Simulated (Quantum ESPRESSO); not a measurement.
Write the native input for Quantum ESPRESSO 7.5 that does the following.

```yaml
Task: band structure
Functional: PBEsol
Potentials_or_basis: PseudoDojo 0.4.1 SR PBEsol standard
Cutoff: 1143 eV
Density_cutoff: 4572 eV
k_mesh: 10 × 10 × 10
Occupations: fermi-dirac, width 0.05 eV
Spin: no spin polarisation
Mixing_beta: 0.5
Most_SCF_iterations: 120
SCF_threshold: 4e-10 Ry
```

The system is HfN.

```xyz
2
Lattice="0.0000 2.2560 2.2560 2.2560 0.0000 2.2560 2.2560 2.2560 0.0000" Properties=species:S:1:pos:R:3 pbc="T T T"
Hf    0.0000    0.0000    0.0000
N     2.2560    2.2560    2.2560
```

These files were run (other wordings do the same):

pw.in

```
&CONTROL
  calculation = 'scf'
  prefix = 'pwscf'
  outdir = './tmp'
  pseudo_dir = './pseudo'
  tprnfor = .true.
  tstress = .true.
  disk_io = 'low'
/
&SYSTEM
  ibrav = 0
  nat = 2
  ntyp = 2
  ecutwfc = 84
  nbnd = 15
  occupations = 'smearing'
  smearing = 'fd'
  degauss = 0.00367493
/
&ELECTRONS
  conv_thr = 4d-10
  electron_maxstep = 120
  mixing_beta = 0.5
/
ATOMIC_SPECIES
Hf   178.4900 Hf.upf
N     14.0070 N.upf
CELL_PARAMETERS angstrom
   0.0000000000    2.2560000000    2.2560000000
   2.2560000000    0.0000000000    2.2560000000
   2.2560000000    2.2560000000    0.0000000000
ATOMIC_POSITIONS crystal
Hf     0.0000000000    0.0000000000    0.0000000000
N      0.5000000000    0.5000000000    0.5000000000
K_POINTS automatic
10 10 10 0 0 0
```

bands.in

```
&CONTROL
  calculation = 'bands'
  prefix = 'pwscf'
  outdir = './tmp'
  pseudo_dir = './pseudo'
  disk_io = 'low'
  verbosity = 'high'
/
&SYSTEM
  ibrav = 0
  nat = 2
  ntyp = 2
  ecutwfc = 84
  nbnd = 15
  occupations = 'smearing'
  smearing = 'fd'
  degauss = 0.00367493
/
&ELECTRONS
  conv_thr = 1d-08
  electron_maxstep = 120
  mixing_beta = 0.5
  diago_full_acc = .true.
/
ATOMIC_SPECIES
Hf   178.4900 Hf.upf
N     14.0070 N.upf
CELL_PARAMETERS angstrom
   0.0000000000    2.2560000000    2.2560000000
   2.2560000000    0.0000000000    2.2560000000
   2.2560000000    2.2560000000    0.0000000000
ATOMIC_POSITIONS crystal
Hf     0.0000000000    0.0000000000    0.0000000000
N      0.5000000000    0.5000000000    0.5000000000
K_POINTS crystal
60
 0.0000000000  0.0000000000  0.0000000000 1
 0.0625000000  0.0000000000  0.0625000000 1
 0.1250000000  0.0000000000  0.1250000000 1
 0.1875000000  0.0000000000  0.1875000000 1
 0.2500000000  0.0000000000  0.2500000000 1
 0.3125000000  0.0000000000  0.3125000000 1
 0.3750000000  0.0000000000  0.3750000000 1
 0.4375000000  0.0000000000  0.4375000000 1
 0.5000000000  0.0000000000  0.5000000000 1
 0.5000000000  0.0625000000  0.5625000000 1
 0.5000000000  0.1250000000  0.6250000000 1
 0.5000000000  0.1875000000  0.6875000000 1
 0.5000000000  0.2500000000  0.7500000000 1
 0.4375000000  0.3125000000  0.7500000000 1
 0.3750000000  0.3750000000  0.7500000000 1
 0.3375000000  0.3375000000  0.6750000000 1
 0.3000000000  0.3000000000  0.6000000000 1
 0.2625000000  0.2625000000  0.5250000000 1
 0.2250000000  0.2250000000  0.4500000000 1
 0.1875000000  0.1875000000  0.3750000000 1
 0.1500000000  0.1500000000  0.3000000000 1
 0.1125000000  0.1125000000  0.2250000000 1
 0.0750000000  0.0750000000  0.1500000000 1
 0.0375000000  0.0375000000  0.0750000000 1
 0.0000000000  0.0000000000  0.0000000000 1
 0.0625000000  0.0625000000  0.0625000000 1
 0.1250000000  0.1250000000  0.1250000000 1
 0.1875000000  0.1875000000  0.1875000000 1
 0.2500000000  0.2500000000  0.2500000000 1
 0.3125000000  0.3125000000  0.3125000000 1
 0.3750000000  0.3750000000  0.3750000000 1
 0.4375000000  0.4375000000  0.4375000000 1
 0.5000000000  0.5000000000  0.5000000000 1
 0.5250000000  0.4500000000  0.5250000000 1
 0.5500000000  0.4000000000  0.5500000000 1
 0.5750000000  0.3500000000  0.5750000000 1
 0.6000000000  0.3000000000  0.6000000000 1
 0.6250000000  0.2500000000  0.6250000000 1
 0.5833333333  0.2500000000  0.6666666667 1
 0.5416666667  0.2500000000  0.7083333333 1
 0.5000000000  0.2500000000  0.7500000000 1
 0.5000000000  0.2857142857  0.7142857143 1
 0.5000000000  0.3214285714  0.6785714286 1
 0.5000000000  0.3571428571  0.6428571429 1
 0.5000000000  0.3928571429  0.6071428571 1
 0.5000000000  0.4285714286  0.5714285714 1
 0.5000000000  0.4642857143  0.5357142857 1
 0.5000000000  0.5000000000  0.5000000000 1
 0.4821428571  0.4821428571  0.5357142857 1
 0.4642857143  0.4642857143  0.5714285714 1
 0.4464285714  0.4464285714  0.6071428571 1
 0.4285714286  0.4285714286  0.6428571429 1
 0.4107142857  0.4107142857  0.6785714286 1
 0.3928571429  0.3928571429  0.7142857143 1
 0.3750000000  0.3750000000  0.7500000000 1
 0.6250000000  0.2500000000  0.6250000000 1
 0.5937500000  0.1875000000  0.5937500000 1
 0.5625000000  0.1250000000  0.5625000000 1
 0.5312500000  0.0625000000  0.5312500000 1
 0.5000000000  0.0000000000  0.5000000000 1
```

Potentials or basis: PseudoDojo 0.4.1 SR PBEsol standard.

The run is started by

```bash
$ OMP_NUM_THREADS=1 pw.x -in pw.in > pw.out
$ OMP_NUM_THREADS=1 pw.x -in bands.in > bands.out
```

Results of the run:

```yaml
Pressure: -2.8 GPa
Band_gap_on_the_k_mesh: none (metal or under the smearing width)
```

Caveat: spin-orbit coupling is left out, which moves the levels of the heavy elements.

Wall time 20 s on 1 thread of AMD EPYC 9R14 (Zen 4), on a shared host, peak memory 0.09 GiB.
